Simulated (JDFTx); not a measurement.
# Fe (Im-3m) in JDFTx: equation of state

How stiff is Fe in PBEsol, and what volume does it want? The cell is scaled to several volumes.

All numbers are computed with JDFTx 1.7.0 (patched build); they aren't measurements. Logs are shortened: lines on timing, memory, paths and dates and some standing lists are left out, and cuts for length are marked. The log counts tension as positive stress, the text compression.

### 1 Starting point

The structure is cubic, space group Im-3m (No. 229). The conventional cell has a = 2.886 Å, b = 2.886 Å, c = 2.886 Å, α = 90.00°, β = 90.00°, γ = 90.00°. Around Fe (site symmetry m-3m) lie 8 Fe at 2.50 Å.

### 2 Equation of state, PBEsol, collinear spin, ferromagnetic start, 11.30 Å³/atom (volume scaled by 0.94)

Input file Fe.in:

```
lattice \
   -2.6712086722     2.6712086722     2.6712086722 \
    2.6712086722    -2.6712086722     2.6712086722 \
    2.6712086722     2.6712086722    -2.6712086722
coords-type Lattice
ion Fe     0.0000000000     0.0000000000     0.0000000000 1

ion-species pseudo/Fe.upf
elec-cutoff 45
elec-ex-corr gga-PBEsol
kpoint-folding 13 13 13
elec-smearing Fermi 0.0018374661
elec-n-bands 15
spintype z-spin
initial-magnetic-moments Fe 3
elec-initial-magnetization 3 no
electronic-SCF nIterations 100 energyDiffThreshold 1e-09
electronic-minimize nIterations 30 energyDiffThreshold 1e-7
forces-output-coords Cartesian

dump-name run.$VAR
dump End Ecomponents EigStats BandEigs Kpoints Forces Stress
```

Potentials or basis: PseudoDojo-SR-PBEsol-0.4.1-standard with smoothed tails.

The run is started by

```bash
jdftx -c 1 -i Fe.in -o Fe.out
```

What it wrote:

```text
*************** JDFTx 1.7.0 (patched build) ***************

Input parsed successfully to the following command list (including defaults):
[... the input with its defaults ...]

---------- Setting up symmetries ----------

Found 48 point-group symmetries of the bravais lattice
Found 48 space-group symmetries with basis
Applied RMS atom displacement 0 bohrs to make symmetries exact.

---------- Initializing the Grid ----------
R =
[     -2.67121      2.67121      2.67121  ]
[      2.67121     -2.67121      2.67121  ]
[      2.67121      2.67121     -2.67121  ]
unit cell volume = 76.2401
G =
[ 1.29573e-17    1.17609    1.17609  ]
[    1.17609 1.29573e-17    1.17609  ]
[    1.17609    1.17609 1.29573e-17  ]
Minimum fftbox size, Smin = [  28  28  28  ]
Chosen fftbox size, S = [  28  28  28  ]

---------- Exchange Correlation functional ----------
Initalized PBEsol GGA exchange.
Initalized PBEsol GGA correlation.

---------- Setting up pseudopotentials ----------
Width of ionic core gaussian charges (only for fluid interactions / plotting) set to 0

Reading pseudopotential file 'pseudo/Fe.upf':
  'Fe' pseudopotential, 'PBESOL' functional
  Generated using ONCVPSP code by D. R. Hamann
  16 valence electrons, 4 orbitals, 6 projectors, 1001 radial grid points, with lMax = 2
    3S    l: 0   occupation:  2.0   eigenvalue: -3.445850
    3P    l: 1   occupation:  6.0   eigenvalue: -2.202177
    3D    l: 2   occupation:  6.0   eigenvalue: -0.276701
    4S    l: 0   occupation:  2.0   eigenvalue: -0.195171
  Core radius for overlap checks: 1.56 bohrs.

Initialized 1 species with 1 total atoms.

Folded 1 k-points by 13x13x13 to 2197 k-points.

---------- Setting up k-points, bands, fillings ----------
Reduced to 84 k-points under symmetry.
Computing the number of bands and number of electrons
Calculating initial fillings.
nElectrons:  16.000000   nBands: 15   nStates: 168

----- Setting up reduced wavefunction bases (one per k-point) -----
average nbasis = 1099.434 , ideal nbasis = 1099.249

---------- Setting up ewald sum ----------
Optimum gaussian width for ewald sums = 1.667845 bohr.
Real space sum over 2197 unit cells with max indices [  6  6  6  ]
Reciprocal space sum over 2197 terms with max indices [  6  6  6  ]

---------- Allocating electronic variables ----------
Initializing wave functions:  linear combination of atomic orbitals
Note: number of bands (15) exceeds available atomic orbitals (10)
Fe (M=3) pseudo-atom majority spin occupations:   s ( 1 0.5 )  p ( 3 )  d ( 5 )
Fe (M=3) pseudo-atom minority spin occupations:   s ( 1 0 )  p ( 3 )  d ( 2.5 )
	FillingsUpdate:  mu: +1.277683504  nElectrons: 16.000000  magneticMoment: [ Abs: 2.00055  Tot: +2.00000 ]
LCAOMinimize: Iter:   0  F: -120.5831590085023208  |grad|_K:  7.844e-03  alpha:  1.000e+00
	FillingsUpdate:  mu: +0.930699983  nElectrons: 16.000000  magneticMoment: [ Abs: 2.41892  Tot: +2.40099 ]
LCAOMinimize: Iter:   1  F: -121.6715204213901984  |grad|_K:  5.291e-03  alpha:  3.085e-01  linmin: -2.314e-01  cgtest:  5.446e-01
	FillingsUpdate:  mu: +0.654155497  nElectrons: 16.000000  magneticMoment: [ Abs: 2.27986  Tot: +2.23202 ]
[... 16 lines of inner loops ...]
LCAOMinimize: Iter:   8  F: -121.8850497747316126  |grad|_K:  1.425e-06  alpha:  1.804e+00  linmin: -5.252e-04  cgtest: -1.107e-03
	FillingsUpdate:  mu: +0.685038744  nElectrons: 16.000000  magneticMoment: [ Abs: 2.28532  Tot: +2.18439 ]
LCAOMinimize: Iter:   9  F: -121.8850497933566714  |grad|_K:  6.696e-07  alpha:  4.836e-01  linmin: -7.998e-04  cgtest:  2.130e-04
LCAOMinimize: Converged (|Delta F|<1.000000e-06 for 2 iters).

-------- Electronic minimization -----------
Will mix electronic density at each iteration.
	FillingsUpdate:  mu: +0.685038744  nElectrons: 16.000000  magneticMoment: [ Abs: 2.28532  Tot: +2.18439 ]
	FillingsUpdate:  mu: +0.684090457  nElectrons: 16.000000  magneticMoment: [ Abs: 2.28532  Tot: +2.18439 ]
SCF: Cycle:  0   F: -121.891397358406138   dF: -6.348e-03   |Residual|: 2.378e-02   |deigs|: 5.443e-01
	FillingsUpdate:  mu: +0.679123209  nElectrons: 16.000000  magneticMoment: [ Abs: 2.27592  Tot: +2.16719 ]
SCF: Cycle:  1   F: -121.891679631613641   dF: -2.823e-04   |Residual|: 9.471e-03   |deigs|: 9.583e-03
	FillingsUpdate:  mu: +0.680660861  nElectrons: 16.000000  magneticMoment: [ Abs: 2.28772  Tot: +2.17684 ]
SCF: Cycle:  2   F: -121.891722817806084   dF: -4.319e-05   |Residual|: 3.927e-03   |deigs|: 1.660e-03
	FillingsUpdate:  mu: +0.680705891  nElectrons: 16.000000  magneticMoment: [ Abs: 2.29692  Tot: +2.18115 ]
SCF: Cycle:  3   F: -121.891723426213488   dF: -6.084e-07   |Residual|: 1.030e-03   |deigs|: 3.006e-04
	FillingsUpdate:  mu: +0.680674481  nElectrons: 16.000000  magneticMoment: [ Abs: 2.29661  Tot: +2.18160 ]
SCF: Cycle:  4   F: -121.891723551438645   dF: -1.252e-07   |Residual|: 2.435e-04   |deigs|: 1.702e-04
	FillingsUpdate:  mu: +0.680674763  nElectrons: 16.000000  magneticMoment: [ Abs: 2.29606  Tot: +2.18122 ]
SCF: Cycle:  5   F: -121.891723569321215   dF: -1.788e-08   |Residual|: 8.941e-05   |deigs|: 2.753e-04
	FillingsUpdate:  mu: +0.680674187  nElectrons: 16.000000  magneticMoment: [ Abs: 2.29584  Tot: +2.18093 ]
SCF: Cycle:  6   F: -121.891723573521929   dF: -4.201e-09   |Residual|: 2.908e-05   |deigs|: 3.288e-04
	FillingsUpdate:  mu: +0.680673692  nElectrons: 16.000000  magneticMoment: [ Abs: 2.29579  Tot: +2.18091 ]
SCF: Cycle:  7   F: -121.891723574185733   dF: -6.638e-10   |Residual|: 1.304e-05   |deigs|: 1.131e-04
	FillingsUpdate:  mu: +0.680673892  nElectrons: 16.000000  magneticMoment: [ Abs: 2.29583  Tot: +2.18094 ]
SCF: Cycle:  8   F: -121.891723574345278   dF: -1.595e-10   |Residual|: 3.898e-06   |deigs|: 2.711e-04
SCF: Converged (|Delta E|<1.000000e-09 for 2 iters).

Setting wave functions to eigenvectors of Hamiltonian

# Stress tensor in Cartesian coordinates [Eh/a0^3]:
[  0.000284983            0            0  ]
[            0  0.000284983            0  ]
[            0            0  0.000284983  ]

# Ionic positions in lattice coordinates:
ion Fe   0.000000000000000   0.000000000000000   0.000000000000000 1

# Forces in Cartesian coordinates:
force Fe  -0.000000000000000  -0.000000000000000  -0.000000000000000 1

# Energy components:
   Eewald =      -87.1930909750788459
       EH =       30.4189544778735979
     Eloc =     -101.1904745880473513
      Enl =       -6.9762904729106099
      Exc =      -17.6127213747633142
 Exc_core =        3.3260665980225150
       KE =       57.3361730840496762
-------------------------------------
     Etot =     -121.8913832508543464
       TS =        0.0003403234909334
-------------------------------------
        F =     -121.8917235743452778

IonicMinimize: Iter:   0  F: -121.891723574345278  |grad|_K:  0.000e+00
IonicMinimize: Converged (|grad|_K<1.000000e-04).

#--- Lowdin population analysis ---
# oxidation-state Fe +0.221
# magnetic-moments Fe +2.254

Dumping 'run.eigStats' ...
	eMin: -2.543250 at state 0 ( [ +0.000000 +0.000000 +0.000000 ] spin 1 )
	HOMO: +0.680050 at state 5 ( [ +0.000000 +0.000000 +0.384615 ] spin 1 )
	mu  : +0.680674
	LUMO: +0.681008 at state 83 ( [ +0.461538 +0.461538 -0.461538 ] spin 1 )
	eMax: +2.061058 at state 150 ( [ +0.230769 +0.230769 +0.230769 ] spin -1 )
	HOMO-LUMO gap: +0.000958
	Optical gap  : +0.013163 at state 152 ( [ +0.230769 +0.307692 -0.307692 ] spin -1 )
Done!
```

Wall time 38 s (1 thread of Intel Xeon 6975P-C (Granite Rapids), shared host); peak memory 0.14 GiB.

What came out:

```yaml
Free_energy: -3316.8428 eV
Pressure: -8.4 GPa
Band_gap_on_the_k_mesh: none (metal or under the smearing width)
Net_moment: 2.18 μB per cell
Absolute_moment: 2.30 μB per cell
Site_moments: Fe +2.25 μB
```

### 3 Equation of state, PBEsol, collinear spin, ferromagnetic start, 11.54 Å³/atom (volume scaled by 0.96)

Fe.in, as its differences from that of step 2:

```diff
@@ -1,5 +1,5 @@
 lattice \
-   -2.6712086722     2.6712086722     2.6712086722 \
-    2.6712086722    -2.6712086722     2.6712086722 \
-    2.6712086722     2.6712086722    -2.6712086722
+   -2.6900206206     2.6900206206     2.6900206206 \
+    2.6900206206    -2.6900206206     2.6900206206 \
+    2.6900206206     2.6900206206    -2.6900206206
 coords-type Lattice
```

Potentials or basis: PseudoDojo-SR-PBEsol-0.4.1-standard with smoothed tails.

The run is started by

```bash
jdftx -c 1 -i Fe.in -o Fe.out
```

It took 35 s on 1 thread of Intel Xeon 6975P-C (Granite Rapids), shared host; peak memory 0.15 GiB.

Results (log left out):

| Item | Value |
| --- | --- |
| Free energy | -3316.8280 eV |
| Pressure | -11.4 GPa |
| Band gap on the k mesh | none (metal or under the smearing width) |
| Net moment | 2.24 μB per cell |
| Absolute moment | 2.36 μB per cell |
| Site moments | Fe +2.32 μB |

### 4 Equation of state, PBEsol, collinear spin, ferromagnetic start, 11.78 Å³/atom (volume scaled by 0.98)

Fe.in, as its differences from that of step 3:

```diff
@@ -1,5 +1,5 @@
 lattice \
-   -2.6900206206     2.6900206206     2.6900206206 \
-    2.6900206206    -2.6900206206     2.6900206206 \
-    2.6900206206     2.6900206206    -2.6900206206
+   -2.7085730732     2.7085730732     2.7085730732 \
+    2.7085730732    -2.7085730732     2.7085730732 \
+    2.7085730732     2.7085730732    -2.7085730732
 coords-type Lattice
```

The run is started by

```bash
jdftx -c 1 -i Fe.in -o Fe.out
```

Run time: 36 s. Hardware: 1 thread of Intel Xeon 6975P-C (Granite Rapids), shared host; peak memory 0.15 GiB.

It converged, with:

```yaml
Free_energy: -3316.8094 eV
Pressure: -13.7 GPa
Band_gap_on_the_k_mesh: none (metal or under the smearing width)
Net_moment: 2.31 μB per cell
Absolute_moment: 2.44 μB per cell
Site_moments: Fe +2.39 μB
```

### 5 Equation of state, PBEsol, collinear spin, ferromagnetic start, 12.02 Å³/atom

Fe.in, as its differences from that of step 4:

```diff
@@ -1,5 +1,5 @@
 lattice \
-   -2.7085730732     2.7085730732     2.7085730732 \
-    2.7085730732    -2.7085730732     2.7085730732 \
-    2.7085730732     2.7085730732    -2.7085730732
+   -2.7268747978     2.7268747978     2.7268747978 \
+    2.7268747978    -2.7268747978     2.7268747978 \
+    2.7268747978     2.7268747978    -2.7268747978
 coords-type Lattice
```

The run is started by

```bash
jdftx -c 1 -i Fe.in -o Fe.out
```

It took 36 s on 1 thread of Intel Xeon 6975P-C (Granite Rapids), shared host; peak memory 0.15 GiB.

Results (log left out):

- Free energy: -3316.7875 eV
- Pressure: -15.6 GPa
- Band gap on the k mesh: none (metal or under the smearing width)
- Net moment: 2.38 μB per cell
- Absolute moment: 2.51 μB per cell
- Site moments: Fe +2.46 μB

### 6 Equation of state, PBEsol, collinear spin, ferromagnetic start, 12.26 Å³/atom (volume scaled by 1.02)

Fe.in, as its differences from that of step 5:

```diff
@@ -1,5 +1,5 @@
 lattice \
-   -2.7268747978     2.7268747978     2.7268747978 \
-    2.7268747978    -2.7268747978     2.7268747978 \
-    2.7268747978     2.7268747978    -2.7268747978
+   -2.7449340976     2.7449340976     2.7449340976 \
+    2.7449340976    -2.7449340976     2.7449340976 \
+    2.7449340976     2.7449340976    -2.7449340976
 coords-type Lattice
```

Potentials or basis: PseudoDojo-SR-PBEsol-0.4.1-standard with smoothed tails.

The run is started by

```bash
jdftx -c 1 -i Fe.in -o Fe.out
```

It took 39 s on 1 thread of Intel Xeon 6975P-C (Granite Rapids), shared host; peak memory 0.15 GiB.

The run converged. Its results:

- Free energy: -3316.7636 eV
- Pressure: -16.3 GPa
- Band gap on the k mesh: none (metal or under the smearing width)
- Net moment: 2.49 μB per cell
- Absolute moment: 2.63 μB per cell
- Site moments: Fe +2.58 μB

### 7 Equation of state, PBEsol, collinear spin, ferromagnetic start, 12.50 Å³/atom (volume scaled by 1.04)

Fe.in, as its differences from that of step 6:

```diff
@@ -1,5 +1,5 @@
 lattice \
-   -2.7449340976     2.7449340976     2.7449340976 \
-    2.7449340976    -2.7449340976     2.7449340976 \
-    2.7449340976     2.7449340976    -2.7449340976
+   -2.7627588444     2.7627588444     2.7627588444 \
+    2.7627588444    -2.7627588444     2.7627588444 \
+    2.7627588444     2.7627588444    -2.7627588444
 coords-type Lattice
```

The run is started by

```bash
jdftx -c 1 -i Fe.in -o Fe.out
```

Wall time 40 s (1 thread of Intel Xeon 6975P-C (Granite Rapids), shared host); peak memory 0.15 GiB.

The run converged. Its results:

| Item | Value |
| --- | --- |
| Free energy | -3316.7388 eV |
| Pressure | -17.2 GPa |
| Band gap on the k mesh | none (metal or under the smearing width) |
| Net moment | 2.57 μB per cell |
| Absolute moment | 2.72 μB per cell |
| Site moments | Fe +2.67 μB |

### 8 Equation of state, PBEsol, collinear spin, ferromagnetic start, 12.74 Å³/atom (volume scaled by 1.06)

Fe.in, as its differences from that of step 7:

```diff
@@ -1,5 +1,5 @@
 lattice \
-   -2.7627588444     2.7627588444     2.7627588444 \
-    2.7627588444    -2.7627588444     2.7627588444 \
-    2.7627588444     2.7627588444    -2.7627588444
+   -2.7803565091     2.7803565091     2.7803565091 \
+    2.7803565091    -2.7803565091     2.7803565091 \
+    2.7803565091     2.7803565091    -2.7803565091
 coords-type Lattice
```

The run is started by

```bash
jdftx -c 1 -i Fe.in -o Fe.out
```

Run time: 40 s. Hardware: 1 thread of Intel Xeon 6975P-C (Granite Rapids), shared host; peak memory 0.15 GiB.

It converged, with:

```yaml
Free_energy: -3316.7121 eV
Pressure: -18.8 GPa
Band_gap_on_the_k_mesh: none (metal or under the smearing width)
Net_moment: 2.61 μB per cell
Absolute_moment: 2.77 μB per cell
Site_moments: Fe +2.71 μB
```

### 9 Equation of state, PBEsol, collinear spin, ferromagnetic start

Potentials or basis: PseudoDojo-SR-PBEsol-0.4.1-standard with smoothed tails.

This step only gathers the single runs of the series.

What came out:

```
Equilibrium volume : 10.82 Å³/atom (rough: see the caveat)
Bulk modulus       : 232 GPa (rough)
```

Energy against volume, from the lowest point:
| volume (Å³/atom) | energy (meV/atom) |
| --- | --- |
| 11.298 | 0.00 |
| 11.538 | 14.72 |
| 11.778 | 33.37 |
| 12.019 | 55.25 |
| 12.259 | 79.15 |
| 12.499 | 103.94 |
| 12.740 | 130.69 |

Caveat: the minimum lies outside the volumes run; the fit is doubtful: noisy points or a state that changes with volume.
